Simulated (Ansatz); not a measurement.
Runs of Ansatz 0.2.0 on Al. Symmetry: P6/mmm, No. 191, hexagonal system. The conventional cell has a = 4.492 Å, b = 4.492 Å, c = 2.723 Å, α = 90.00°, β = 90.00°, γ = 120.00°. Al (site symmetry -6m2) is surrounded by 5 Al at 2.59 to 2.72 Å. The cell was built by a generator and needn't be a form met in nature.

```tsv
task	level	k mesh	cutoff (eV)	points for each segment of the path	mesh quality	gap on the mesh (eV)	pressure (GPa)
band structure	LDA	7 × 7 × 10	420	14	not flagged	none	-0.6
band structure	HSEsol	4 × 4 × 5	420	4	coarse	none	-
single point	r2SCAN50	4 × 4 × 5	500	-	coarse	none	-
band structure	PBE	7 × 7 × 10	420	14	not flagged	none	(a)
single point	PBE0	4 × 4 × 5	420	-	coarse	none	-
```

Alike in all rows: potentials or basis Ansatz PAW; no spin polarisation; cell as given; smearing fermi-dirac 0.05 eV.

**Question.** Fill in the values left out.

**Answer.** (a) 1.7.

Caveats: some runs use coarse meshes; the PAW data sets come from PBE, with cores solved anew for the run's functional, which leaves a small shift of forces and pressure (some runs).

A k mesh can miss the band edges.

A gap of «none» marks a metal or a gap under the smearing width.

Not every run made on this cell is shown here.
